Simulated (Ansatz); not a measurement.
Input:

```yaml
crystal:
  lattice:
    - [4.22284, 0.00000, 0.00000]
    - [0.00000, 4.22284, 0.00000]
    - [0.00000, 0.00000, 4.06674]
  atoms:
    - { symbol: Ba, position: [0.00000, 0.00000, 0.00000] }
    - { symbol: Sn, position: [0.50000, 0.50000, 0.50000] }
    - { symbol: O, position: [0.00000, 0.50000, 0.50000] }
    - { symbol: O, position: [0.50000, 0.50000, 0.00000] }
    - { symbol: O, position: [0.50000, 0.00000, 0.50000] }
```

No spin polarisation.

Level of theory: PBEsol (Ansatz, a program for electronic structure; PAW; 420 eV plane waves; without spin-orbit coupling). k-mesh 8×8×8 (Γ-centred); smearing 0.05 eV (Fermi–Dirac).

Q: Predict the electron mass, band gap, pressure and gap character.

A: 
- Electron mass = 0.13 mₑ out of plane, 0.13 mₑ in plane (at Γ)
- Band gap = 0.43 eV
- Pressure (mean of the normal stresses, compression positive) = -4.55 GPa
- Gap character = indirect, A → Γ

The cells carry an imposed strain or load. Effective masses come from finite differences of ±0.01 Å⁻¹. Whether these cells are dynamically stable was not tested. The cell was made from BaSnO3 in the cubic perovskite structure (space group Pm-3m, No. 221) by this change: biaxial strain +2.45 %, plane normal [001], relaxed out of plane.
